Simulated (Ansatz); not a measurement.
# Hf (P6/mmm) in Ansatz: a series of runs, part 2 of 2

Ansatz 0.2.0. Earlier steps stand in the parts before.

## (4) Relaxation of cell and atoms, PBEsol, target pressure 30 GPa, at which the enthalpy is minimised

input.yaml reads:

```yaml
crystal:
  lattice:
    - [4.962329544, 0.0, 0.0]
    - [-2.481164772, 4.297503447, 0.0]
    - [0.0, 0.0, 3.08623225]
  atoms:
    - { symbol: Hf, position: [0.0, 0.0, 0.0] }
    - { symbol: Hf, position: [0.3333333333, 0.6666666667, 0.5] }
    - { symbol: Hf, position: [0.6666666667, 0.3333333333, 0.5] }
hamiltonian:
  xc: pbesol
  pseudopotentials: { kind: paw }
kpoints:
  mp_grid: { grid: [6, 6, 9] }
scf:
  occupations: { method: fermi_dirac, width: 0.05 }
output:
  forces: true
  stress: true
  eigenvalues: true
  write_density: true
  write_potential: true
  elf: true
  volumetric_format: npy
relax:
  f_tol: 0.01
  max_steps: 40
  cell: { stress_tol: 0.05, p_target: 30.0 }
```

Potentials or basis: Ansatz PAW.

Started as:

```bash
> ansatz run input.yaml --threads 2 --pin off --max-ram 5632MiB --backend cpu --events-out ev --progress --plain --runs-dir out
```

What it wrote:

```text
Warning: RAYON_NUM_THREADS=2 ignored (pool sized by the plan → 2); use --threads N
Engine: ansatz 0.2.0, x86_64-unknown-linux-gnu
Pseudopotentials: kind: paw
Pseudopotential: Hf, paw, valence charge 26, recommended cutoff 420 eV (normal), Hf.paw.azcp
Functional definition: PBEsol
  exchange = pbesol_x
  correlation = pbesol_c
Crystal: 3 atoms, lattice volume = 65.816 Å³
Basis set: ecut = 420 eV, 1301 PW (Γ), exchange–correlation on 72×72×48 points (8 copies of the dense FFT grid, shifted against one another)
Bands: 47, of which v1, the nominal top of the filled ones, is band 39 counted from 1 (38 counted from 0)
[... 123 lines left out ...]
       -0.000000      29.999063       0.000000
        0.000000       0.000000      29.977162
  P = ⅓ Tr σ = 29.9918 GPa (299.918 kbar)
--- Band table (eV; the first three rows and the last of 35) ---
  k-point 0: bands = ["-36.2202", "-36.0375", "-35.8301", "-5.5009", "-5.5009", "-5.2318", "-5.2318", "-4.5659", "-4.1551", "-4.0596", "-3.9977", "-3.9977", "13.8442", "13.8480", "13.8777", "13.8777", "13.9112", "13.9112", "13.9599", "13.9669", "14.0027", "14.0167", "14.0167", "14.0795", "14.0795", "14.0926", "14.0926", "14.1026", "14.1026", "14.1105", "14.1661", "14.1669", "14.1751", "17.2849", "21.7585", "24.5004", "24.6122", "24.6122", "24.6643", "24.6643", "26.3612", "27.5524", "27.5524", "28.4117", "28.4117", "28.4222", "28.4222"]
  k-point 1: bands = ["-36.2080", "-36.0334", "-35.8223", "-5.4836", "-5.4836", "-5.1979", "-5.1979", "-4.6851", "-4.3042", "-4.1799", "-4.0075", "-4.0075", "13.8466", "13.8497", "13.8858", "13.8858", "13.9089", "13.9089", "13.9460", "13.9683", "14.0014", "14.0246", "14.0246", "14.0767", "14.0767", "14.0956", "14.0961", "14.0961", "14.1031", "14.1031", "14.1608", "14.1662", "14.1667", "17.6738", "22.2231", "24.1252", "24.1252", "24.3888", "24.3888", "25.1555", "26.8062", "27.4186", "27.4186", "28.2126", "28.2126", "28.9724", "28.9724"]
  k-point 2: bands = ["-36.1759", "-36.0239", "-35.8024", "-5.4393", "-5.4393", "-5.1072", "-5.1072", "-4.9739", "-4.6712", "-4.4754", "-4.0371", "-4.0371", "13.8526", "13.8539", "13.9035", "13.9035", "13.9073", "13.9073", "13.9155", "13.9717", "13.9979", "14.0444", "14.0444", "14.0608", "14.0706", "14.0706", "14.0936", "14.0936", "14.1160", "14.1160", "14.1294", "14.1656", "14.1664", "18.7211", "23.1090", "23.1090", "23.3007", "23.7323", "23.7323", "27.0226", "27.4462", "27.4462", "27.7069", "27.7069", "28.1370", "29.8915", "29.8915"]
  k-point 34: bands = ["-36.1057", "-35.8912", "-35.8912", "-5.8793", "-5.4210", "-5.4210", "-4.9844", "-4.7936", "-4.7936", "-4.6580", "-4.6580", "-3.9238", "13.8491", "13.8504", "13.8759", "13.8774", "13.8774", "13.9524", "13.9524", "14.0186", "14.0186", "14.0255", "14.0550", "14.0550", "14.0716", "14.0716", "14.0861", "14.0910", "14.0910", "14.1280", "14.1413", "14.1413", "14.1576", "20.8402", "22.8986", "22.8986", "23.6564", "23.7806", "23.7806", "25.5368", "25.5368", "26.7421", "26.7421", "28.9694", "29.4990", "30.8708", "33.3076"]
--- Relaxed structure (6 steps of the walk, 6 accepted, 1 SCFs on fresh bases) ---
  F+E_penalty+E_count = -46793.09517950 eV   max|allowed force component| = 2.220e-16 eV/Å   (the final SCF, on the basis selected at the relaxed cell)
  cell:  # Å, volume = 53.2288 Å³
    - [4.619501582607563, 6.519186060550625e-34, 0.0]
    - [-2.3097507913037814, 4.000605723360568, 0.0]
    - [0.0, 0.0, 2.8802231314214843]
  atoms:
    - { symbol: Hf, position: [4.800823038312895e-35, 6.535533642230621e-36, 0.0] }
    - { symbol: Hf, position: [0.3333333333333333, 0.6666666666666666, 0.5] }
    - { symbol: Hf, position: [0.6666666666666665, 0.3333333333333333, 0.5] }
```

Run time: 23 s. Hardware: 2 threads of Intel Xeon Platinum 8259CL at 2.50GHz (Skylake/Cascade Lake), shared host; peak memory 0.49 GiB.

What came out:

| Item | Value |
| --- | --- |
| Free energy | -46793.0952 eV |
| Relaxed volume | 17.74 Å³/atom |
| Relaxed cell | a = 4.620 Å, b = 4.620 Å, c = 2.880 Å, α = 90.00°, β = 90.00°, γ = 120.00° |
| Space group after relaxing (to 0.05 Å) | P6/mmm (No. 191) |
| Energy change on relaxing (the enthalpy is what falls) | +291.5 meV/atom |
| Ionic steps | 7 |
| Pressure after relaxing | 30.0 GPa |
| Band gap on the k mesh | none (metal or under the smearing width) |

The path:
```
step  energy change (eV)  largest force (eV/Å)  volume (Å³)
   1              0.0000                0.0000        65.82
   2              0.3624                0.0000        56.70
   3              1.0474                0.0000        52.34
   4              0.8644                0.0000        53.27
   5              0.8708                0.0000        53.23
   6              0.8712                0.0000        53.23
   7              0.8745                0.0000        53.23
```

Final structure:
```xyz
3
Lattice="4.6195 0.0000 0.0000 -2.3098 4.0006 0.0000 0.0000 0.0000 2.8802" Properties=species:S:1:pos:R:3 pbc="T T T"
Hf    0.0000    0.0000    0.0000
Hf    0.0000    2.6671    1.4401
Hf    2.3098    1.3335    1.4401
```

Levels at points of the mesh, in eV from the Fermi level:
| k point | band 35 | band 36 | band 37 | band 38 | band 39 | band 40 | band 41 | band 42 | band 43 | band 44 |
| --- | --- | --- | --- | --- | --- | --- | --- | --- | --- | --- |
| (0.00, 0.00, 0.00) | -3.39 | -0.64 | -0.53 | -0.53 | -0.48 | -0.48 | 1.22 | 2.41 | 2.41 | 3.27 |
| (0.00, -0.50, 0.00) | -4.53 | -4.28 | -0.83 | -0.83 | -0.62 | 0.00 | 0.98 | 1.57 | 2.22 | 3.49 |

Caveat: the volume moved by over 15 % at a fixed basis, so the end points are rough; the plane-wave basis is chosen anew once the cell has moved, so the energies of steps on either side of that aren't comparable; the PAW data sets come from PBE, with cores solved anew for the run's functional, which leaves a small shift of forces and pressure. Spin-orbit coupling is left out, which matters for the levels of Hf.

## (5) Summary

| cell | target pressure (GPa) | gap on the mesh (eV) | pressure (GPa) |
| --- | --- | --- | --- |
| relaxed to 10 GPa | 10 | none | 10.0 |
| relaxed to 20 GPa | 20 | none | 20.0 |
| relaxed to 30 GPa | 30 | none | 30.0 |

Alike in all rows: task relaxation of cell and atoms; level PBEsol; potentials or basis Ansatz PAW; no spin polarisation; k mesh 6 × 6 × 9; cutoff (eV) 420; smearing fermi-dirac 0.05 eV.

Caveats: the plane-wave basis is chosen anew once the cell has moved, so the energies of steps on either side of that aren't comparable; the PAW data sets come from PBE, with cores solved anew for the run's functional, which leaves a small shift of forces and pressure; the volume moved by over 15 % at a fixed basis, so the end points are rough (some runs).

Absolute energies hang on the potentials; compare differences alone.
